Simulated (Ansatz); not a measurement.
## Sb under strains and displacements

Computed with DFT PBE, scalar-relativistic, plane waves, PAW in Ansatz 0.2.0.

Cutoff 420 eV; k points 16×16×16 on the computed 1-atom cell (Γ-centred); Gaussian smearing, width 0.10 eV; no spin polarisation.

Reference cell:

```
CELL_PARAMETERS angstrom
-1.87134 1.87134 1.87134
1.87134 -1.87134 1.87134
1.87134 1.87134 -1.87134
ATOMIC_POSITIONS crystal
Sb 0.00000 0.00000 0.00000
```

Each variant moves atoms of this cell by the vectors given, if any (Å), and then applies a symmetric strain (tensor components, Cartesian axes). The reference cell isn't relaxed at this level. Energies are per atom at zero smearing, counted from the lowest variant. Pressure is positive in compression.

1. strain (xx yy zz yz xz xy, %) -3.60 -3.60 -3.60 0.00 0.00 0.00
2. strain (xx yy zz yz xz xy, %) -3.63 -3.63 -3.63 0.00 0.00 0.00
3. strain (xx yy zz yz xz xy, %) -2.85 -2.85 -2.85 0.00 0.00 0.00
4. strain (xx yy zz yz xz xy, %) 2.73 2.73 2.73 0.00 0.00 0.00
5. strain (xx yy zz yz xz xy, %) 0.15 0.15 0.15 0.00 0.00 0.00

```
variant  ΔE (meV/atom) P (GPa) space group
      1          118.9    12.30        Im-3m
      2          120.6    12.41        Im-3m
      3           80.9     9.81        Im-3m
      4            1.8    -2.18        Im-3m
      5            0.0     2.16        Im-3m
```

This bcc form isn't the element's structure at ambient conditions.